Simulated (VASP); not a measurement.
# GaN (F-43m) in VASP: further runs, part 2 of 2

VASP 6.6.1.

### 3 Relaxation of cell and atoms, LDA

This run uses another cell than the first one, of 11.11 Å³/atom, 0.971 times its volume.

INCAR

```
PREC = Accurate
ENCUT = 600
EDIFF = 1E-7
ISMEAR = 0
SIGMA = 0.03
LREAL = False
LASPH = True
NELM = 80
ALGO = Normal
ISIF = 3
LWAVE = False
LCHARG = False
IBRION = 2
NSW = 90
EDIFFG = -0.005
```

KPOINTS

```
regular mesh
0
Gamma
  10 10 10
```

POSCAR

```
GaN                                     
1.0
   -0.0000000000      2.2314186278      2.2314186278
    2.2314186278      0.0000000000      2.2314186278
    2.2314186278      2.2314186278     -0.0000000000
  Ga              N             
     1     1
Direct
     0.0000000000000000    0.0000000000000000    0.0000000000000000
     0.7500000000000000    0.7500000000000000    0.7500000000000000
```

Potentials or basis: VASP PAW LDA potentials, release 64 (Ga_d, N).

Run with:

```bash
> cat potpaw_LDA.64/Ga_d/POTCAR potpaw_LDA.64/N/POTCAR > POTCAR
> mpirun -np 1 vasp_std > vasp.out
```

OUTCAR:

```text
PREC = Accurate
   ENCUT = 600
   EDIFF = 1E-7
   ISMEAR = 0
   LREAL = False
   LASPH = True
   NELM = 80
   ISIF = 3
   IBRION = 2
   NSW = 90
   EDIFFG = -0.005

 ion  position               nearest neighbor table
   1  0.000  0.000  0.000-   2 1.93   2 1.93   2 1.93   2 1.93
   2  0.750  0.750  0.750-   1 1.93   1 1.93   1 1.93   1 1.93

  LATTYP: Found a face centered cubic cell.
 ALAT       =     4.4628372556

  Lattice vectors:

 A1 = (   0.0000000000,   2.2314186278,   2.2314186278)
 A2 = (   2.2314186278,   0.0000000000,   2.2314186278)
[... 565 lines left out ...]
     10       9.7690      0.00000
     11      12.5623      0.00000
     12      16.1566      0.00000
     13      18.2948      0.00000

 [... further k-points ...]
[... 5 lines left out ...]
  --------------------------------------------------------------------------------------
  -------------------------------------------------------------------------------------
  Total       -0.0033596     -0.0033596     -0.0033596      0.0000000      0.0000000      0.0000000
  in kB       -0.2422301     -0.2422301     -0.2422301      0.0000000      0.0000000      0.0000000
  external PRESSURE =      -0.2422301 kB  Pullay stress =       0.0000000 kB

 VOLUME and BASIS-vectors are now :
 -----------------------------------------------------------------------------
  energy-cutoff  :      600.00
  volume of cell :       22.22
      direct lattice vectors                 reciprocal lattice vectors
     0.000000000  2.231418628  2.231418628    -0.224072701  0.224072701  0.224072701
     2.231418628  0.000000000  2.231418628     0.224072701 -0.224072701  0.224072701
     2.231418628  2.231418628  0.000000000     0.224072701  0.224072701 -0.224072701

 POSITION                                       TOTAL-FORCE (eV/Angst)
 -----------------------------------------------------------------------------------
      0.00000      0.00000      0.00000         0.000000     -0.000000     -0.000000
      3.34713      3.34713      3.34713        -0.000000      0.000000      0.000000
 -----------------------------------------------------------------------------------
    total drift:                                0.000000      0.000000     -0.000000

  FREE ENERGIE OF THE ION-ELECTRON SYSTEM (eV)
  ---------------------------------------------------
  free  energy   TOTEN  =       -13.9445615247 eV

  energy  without entropy=      -13.9445615247  energy(sigma->0) =      -13.94456152

 reached required accuracy - stopping structural energy minimisation
```

OSZICAR:

```text
N       E                     dE             d eps       ncg     rms          rms(c)
DAV:   1     0.965943133304E+02    0.96594E+02   -0.10540E+04  1294   0.275E+03
DAV:   2    -0.809710843308E+01   -0.10469E+03   -0.98018E+02  1407   0.392E+02
DAV:   3    -0.158873973568E+02   -0.77903E+01   -0.77377E+01  1402   0.928E+01
DAV:   4    -0.160119617396E+02   -0.12456E+00   -0.12436E+00  1432   0.120E+01
DAV:   5    -0.160134763784E+02   -0.15146E-02   -0.15146E-02  1378   0.130E+00    0.759E+00
DAV:   6    -0.139965588890E+02    0.20169E+01   -0.60101E+00  1801   0.508E+01    0.265E+00
DAV:   7    -0.139723867433E+02    0.24172E-01   -0.30313E-01  1242   0.745E+00    0.168E+00
DAV:   8    -0.139485377253E+02    0.23849E-01   -0.80990E-02  1317   0.385E+00    0.695E-01
DAV:   9    -0.139445886570E+02    0.39491E-02   -0.18848E-02  1757   0.336E+00    0.183E-01
DAV:  10    -0.139446187910E+02   -0.30134E-04   -0.20952E-03  1559   0.784E-01    0.603E-02
DAV:  11    -0.139445598181E+02    0.58973E-04   -0.28214E-04  1821   0.347E-01    0.781E-03
DAV:  12    -0.139445614643E+02   -0.16462E-05   -0.21651E-05  1272   0.683E-02    0.369E-03
DAV:  13    -0.139445615247E+02   -0.60481E-07   -0.92151E-07  1410   0.102E-02
   1 F= -.13944562E+02 E0= -.13944562E+02  d E =-.139446E+02
```

CONTCAR:

```text
GaN
   1.00000000000000
     0.0000000000000000    2.2314186278000001    2.2314186278000001
     2.2314186278000001    0.0000000000000000    2.2314186278000001
     2.2314186278000001    2.2314186278000001    0.0000000000000000
  Ga              N
     1     1
Direct
     0.0000000000000000    0.0000000000000000    0.0000000000000000
     0.7500000000000000    0.7500000000000000    0.7500000000000000

  0.00000000E+00  0.00000000E+00  0.00000000E+00
  0.00000000E+00  0.00000000E+00  0.00000000E+00
```

Wall time 18 s (1 thread of Intel Xeon Platinum 8488C (Sapphire Rapids), shared host); peak memory 0.15 GiB.

Results:

| Property | Result |
| --- | --- |
| Free energy | -13.9446 eV |
| Pressure after relaxing | 0.0 GPa |
| Band gap on the k mesh | 1.94 eV, direct |

Final structure:
```xyz
2
Lattice="0.0000 2.2314 2.2314 2.2314 0.0000 2.2314 2.2314 2.2314 0.0000" Properties=species:S:1:pos:R:3 pbc="T T T"
Ga    0.0000    0.0000    0.0000
N     3.3471    3.3471    3.3471
```

Caveat: the relaxation stopped at its first step, so nothing moved. LDA gaps usually lie below the measured ones, often by a third to a half.

### 4 Relaxation of cell and atoms, PBEsol

INCAR

```
SYSTEM = GaN
PREC = Accurate
ENCUT = 600
EDIFF = 1E-6
ISMEAR = 0
SIGMA = 0.03
LREAL = .False.
LASPH = .True.
NELM = 80
ALGO = Normal
ISIF = 3
LWAVE = .False.
LCHARG = .False.
GGA = PS
IBRION = 2
NSW = 90
EDIFFG = -0.01
KPAR = 4
```

KPOINTS

```
Automatic mesh
0
Gamma
  10 10 10
  0 0 0
```

POSCAR

```
GaN
1.0
    0.0000000000      2.2535006075      2.2535006075
    2.2535006075      0.0000000000      2.2535006075
    2.2535006075      2.2535006075      0.0000000000
Ga N
1 1
Direct
    0.0000000000      0.0000000000      0.0000000000
    0.7500000000      0.7500000000      0.7500000000
```

Potentials or basis: VASP PAW PBE potentials, release 64 (Ga_d, N).

Run with:

```bash
> cat potpaw_PBE.64/Ga_d/POTCAR potpaw_PBE.64/N/POTCAR > POTCAR
> mpirun -np 4 vasp_std > vasp.out
```

Wall time 10 s (4 MPI ranks of Intel Xeon 6975P-C (Granite Rapids), shared host); peak memory 0.17 GiB.

It converged, with:

| Quantity | Value |
| --- | --- |
| Free energy | -13.1246 eV |
| Relaxed volume | 11.35 Å³/atom |
| Relaxed cell | a = 3.178 Å, b = 3.178 Å, c = 3.178 Å, α = 60.00°, β = 60.00°, γ = 60.00° |
| Space group after relaxing (to 0.05 Å) | F-43m (No. 216) |
| Energy gained by relaxing | 0.4 meV/atom |
| Ionic steps | 5 |
| Pressure after relaxing | 0.1 GPa |
| Band gap on the k mesh | 1.74 eV, direct |

The path:
```csv
step,energy change (eV),largest force (eV/Å),pressure (GPa),volume (Å³)
1,0.0000,0.0000,-1.50,22.89
2,-0.0001,0.0000,1.75,22.53
3,-0.0008,0.0000,-0.15,22.70
4,-0.0008,0.0000,0.18,22.69
5,-0.0008,0.0000,0.09,22.69
```

Final structure:
```
Ga N
1.0
     0.00000    2.24709    2.24709
     2.24709    0.00000    2.24709
     2.24709    2.24709    0.00000
Ga N
1 1
Cartesian
  0.0000 0.0000 0.0000
  3.3706 3.3706 3.3706
```

Levels at points of the mesh, in eV from the valence-band top:
```csv
k point,band 6,band 7,band 8,band 9,band 10,band 11,band 12,band 13
"(0.00, 0.00, 0.00)",-13.08,0.00,0.00,0.00,1.74,10.26,10.26,10.26
"(0.50, 0.00, 0.00)",-11.83,-7.17,-0.99,-0.99,4.62,8.67,10.31,10.31
"(0.50, 0.50, 0.00)",-11.40,-6.22,-2.76,-2.76,3.23,6.61,11.64,13.97
```

Caveat: the PAW data sets were made with another functional, which shifts forces and pressure a little.

### 5 Relaxation of cell and atoms, PBEsol

This run uses another cell than the first one, of 11.35 Å³/atom, 0.991 times its volume.

INCAR, as its differences from that of step 4:

```diff
@@ -3,3 +3,3 @@
 ENCUT = 600
-EDIFF = 1E-6
+EDIFF = 1E-7
 ISMEAR = 0
@@ -16,3 +16,3 @@
 NSW = 90
-EDIFFG = -0.01
+EDIFFG = -0.005
 KPAR = 4
```

KPOINTS is that of step 4.

POSCAR

```
GaN                                     
1.0
   -0.0000000000      2.2470867002      2.2470867002
    2.2470867002      0.0000000000      2.2470867002
    2.2470867002      2.2470867002     -0.0000000000
  Ga              N             
     1     1
Direct
     0.0000000000000000    0.0000000000000000    0.0000000000000000
     0.7500000000000000    0.7500000000000000    0.7500000000000000
```

Run with:

```bash
> cat potpaw_PBE.64/Ga_d/POTCAR potpaw_PBE.64/N/POTCAR > POTCAR
> mpirun -np 4 vasp_std > vasp.out
```

Wall time 7.4 s (4 MPI ranks of Intel Xeon 6975P-C (Granite Rapids), shared host); peak memory 0.17 GiB.

It converged, with:

```yaml
Free_energy: -13.1243 eV
Relaxed_volume: 11.35 Å³/atom
Relaxed_cell: a = 3.179 Å, b = 3.179 Å, c = 3.179 Å, α = 60.00°, β = 60.00°, γ = 60.00°
Space_group_after_relaxing_to_0.05_Å: F-43m (No. 216)
Energy_gained_by_relaxing: 0.0 meV/atom
Ionic_steps: 3
Pressure_after_relaxing: 0.0 GPa
Band_gap_on_the_k_mesh: 1.73 eV, direct
```

Final structure:
```xyz
2
Lattice="0.0000 2.2476 2.2476 2.2476 0.0000 2.2476 2.2476 2.2476 0.0000" Properties=species:S:1:pos:R:3 pbc="T T T"
Ga    0.0000    0.0000    0.0000
N     3.3713    3.3713    3.3713
```

Levels at points of the mesh, in eV from the valence-band top:
```
           k point  band 5  band 6  band 7  band 8  band 9  band 10  band 11  band 12  band 13
(0.00, 0.00, 0.00)  -13.08  -13.08    0.00    0.00    0.00     1.73    10.25    10.25    10.25
(0.50, 0.00, 0.00)  -13.03  -11.83   -7.17   -0.99   -0.99     4.62     8.67    10.31    10.31
(0.50, 0.50, 0.00)  -13.00  -11.40   -6.21   -2.76   -2.76     3.23     6.61    11.63    13.96
```

Caveat: the PAW data sets were made with another functional, which shifts forces and pressure a little.

### 6 Relaxation of cell and atoms, PBE

INCAR

```
SYSTEM = GaN
PREC     = Accurate       ! precision mode
ENCUT    = 600            ! plane-wave cutoff, eV
EDIFF    = 1E-6           ! SCF threshold, eV
ISMEAR   = 0              ! smearing method
SIGMA    = 0.03           ! smearing width, eV
LREAL    = .False.        ! projectors in reciprocal space
LASPH    = .True.         ! aspherical terms in the spheres
NELM     = 80             ! most SCF steps
ALGO     = Normal         ! electronic algorithm
ISIF     = 3              ! what is computed and relaxed
LWAVE    = .False.        ! write WAVECAR
LCHARG   = .False.        ! write CHGCAR
GGA      = PE             ! functional
IBRION   = 2              ! ionic algorithm
NSW      = 90             ! ionic steps
EDIFFG   = -0.01          ! ionic threshold
```

KPOINTS

```
regular mesh
0
Gamma
  10 10 10
  0 0 0
```

POSCAR

```
GaN
1.0
    0.0000000000      2.2535006075      2.2535006075
    2.2535006075      0.0000000000      2.2535006075
    2.2535006075      2.2535006075      0.0000000000
Ga N
1 1
Direct
    0.0000000000      0.0000000000      0.0000000000
    0.7500000000      0.7500000000      0.7500000000
```

Potentials or basis: VASP PAW PBE potentials, release 64 (Ga_d, N).

Run with:

```bash
> cat potpaw_PBE.64/Ga_d/POTCAR potpaw_PBE.64/N/POTCAR > POTCAR
> mpirun -np 1 vasp_std > vasp.out
```

It took 22 s on 1 thread of AMD EPYC 9R45 (Zen 5), shared host; peak memory 0.14 GiB.

The run converged. Its results:

```
Free energy                            : -12.1542 eV
Relaxed volume                         : 11.76 Å³/atom
Relaxed cell                           : a = 3.216 Å, b = 3.216 Å, c = 3.216 Å, α = 60.00°, β = 60.00°, γ = 60.00°
Space group after relaxing (to 0.05 Å) : F-43m (No. 216)
Energy gained by relaxing              : 4.7 meV/atom
Ionic steps                            : 3
Pressure after relaxing                : -0.1 GPa
Band gap on the k mesh                 : 1.55 eV, direct
```

Step by step:
```
step  energy change (eV)  largest force (eV/Å)  pressure (GPa)  volume (Å³)
   1              0.0000                0.0000            4.92        22.89
   2             -0.0029                0.0000           -3.73        24.07
   3             -0.0095                0.0000           -0.08        23.52
```

Final structure:
```cif
data_structure
_symmetry_space_group_name_H-M 'P 1'
_symmetry_Int_Tables_number 1
_cell_length_a 3.2161
_cell_length_b 3.2161
_cell_length_c 3.2161
_cell_angle_alpha 60.000
_cell_angle_beta 60.000
_cell_angle_gamma 60.000
_cell_volume 23.52
loop_
_atom_site_label
_atom_site_type_symbol
_atom_site_fract_x
_atom_site_fract_y
_atom_site_fract_z
_atom_site_occupancy
Ga1 Ga 0.00000 0.00000 0.00000 1
N1 N 0.75000 0.75000 0.75000 1
```

Levels at points of the mesh, in eV from the valence-band top:
| k point | band 6 | band 7 | band 8 | band 9 | band 10 | band 11 | band 12 | band 13 |
| --- | --- | --- | --- | --- | --- | --- | --- | --- |
| (0.00, 0.00, 0.00) | -13.13 | 0.00 | 0.00 | 0.00 | 1.55 | 10.13 | 10.13 | 10.13 |
| (0.50, 0.00, 0.00) | -11.88 | -6.86 | -0.93 | -0.93 | 4.45 | 8.59 | 10.22 | 10.22 |
| (0.50, 0.50, 0.00) | -11.45 | -6.01 | -2.61 | -2.61 | 3.34 | 6.50 | 11.52 | 13.67 |

### 7 Overview

```csv
level,potentials or basis,gap on the mesh (eV),pressure (GPa),relaxed volume (Å³/atom)
LDA,"VASP PAW LDA potentials, release 64 (Ga_d, N)",1.94,0.0,-
PBEsol,"VASP PAW PBE potentials, release 64 (Ga_d, N)",1.73,0.0,11.35
PBE,"VASP PAW PBE potentials, release 64 (Ga_d, N)",1.55,-0.1,11.76
```

Alike in all rows: task relaxation of cell and atoms; no spin polarisation; cell relaxed; k mesh 10 × 10 × 10; cutoff (eV) 600; smearing gaussian 0.03 eV.

Caveats: the relaxation stopped at its first step, so nothing moved (some runs); the PAW data sets were made with another functional, which shifts forces and pressure a little (some runs).

Absolute energies hang on the potentials; compare differences alone.
